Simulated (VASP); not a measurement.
# Bi2TeSe2 (Skippenite) under changes of volume

One of the cells (30.023 Å³/atom); the others are scaled copies at fixed shape and fractional positions:

```
Bi Te Se
1.0
     2.10535    1.21553    9.77666
    -2.10535    1.21553    9.77666
     0.00000   -2.43105    9.77666
Bi Te Se
2 1 2
Direct
  0.60194 0.60194 0.60194
  0.39806 0.39806 0.39806
  0.00000 0.00000 0.00000
  0.78840 0.78840 0.78840
  0.21160 0.21160 0.21160
```

| Item | Value |
| --- | --- |
| Program | VASP 6.6.1 |
| Functional | PBEsol |
| Potentials or basis | VASP PAW PBE potentials, release 64 (Bi_d, Te, Se) |
| Cutoff | 520 eV |
| k mesh | 7 × 7 × 7 |
| Occupations | fermi-dirac, width 0.05 eV |
| Spin | no spin polarisation |

| volume (Å³/atom) | energy over the lowest point (meV/atom) | pressure (GPa) | gap on the mesh (eV) | largest force (eV/Å) |
| --- | --- | --- | --- | --- |
| 27.669 | 51.33 | 6.7 | 0.39 | 1.912 |
| 28.257 | 29.95 | 4.9 | 0.40 | 1.868 |
| 28.846 | 14.73 | 3.3 | 0.42 | 1.827 |
| 30.023 | ? | ? | ? | ? |
| 30.612 | 0.00 | -0.5 | 0.45 | 1.715 |
| 31.201 | 3.71 | -1.6 | 0.46 | 1.681 |

Question: What does the run at 30.023 Å³/atom give?

Answer: Energy over the lowest point 0.28 meV/atom; pressure 0.6 GPa; gap on the mesh 0.44 eV; largest force 1.751 eV/Å.

Worked out: A Birch-Murnaghan fit of order 3 (a polynomial in V^(-2/3)) to the other rows has its minimum at 30.36 Å³/atom with B0 = V·E''(V) = 59 GPa and B' = 4.6 at fixed shape and positions, which overstates the stiffness. It gives 0.29 meV/atom at 30.023 Å³/atom, against the run's 0.28, and -dE/dV = 0.7 GPa, against 0.6. A straight line through the other rows of the gap, of slope 0.587 eV per unit of ln V (its deformation potential), gives 0.44 eV, against the run's 0.44.

Energies are extrapolated to zero smearing.

Caveats: the PAW data sets were made with another functional, which shifts forces and pressure a little; spin-orbit coupling is left out, which as a rule narrows the gap of such compounds by several tenths of an eV; an odd mesh through Γ misses points on the zone boundary, where band edges often lie.
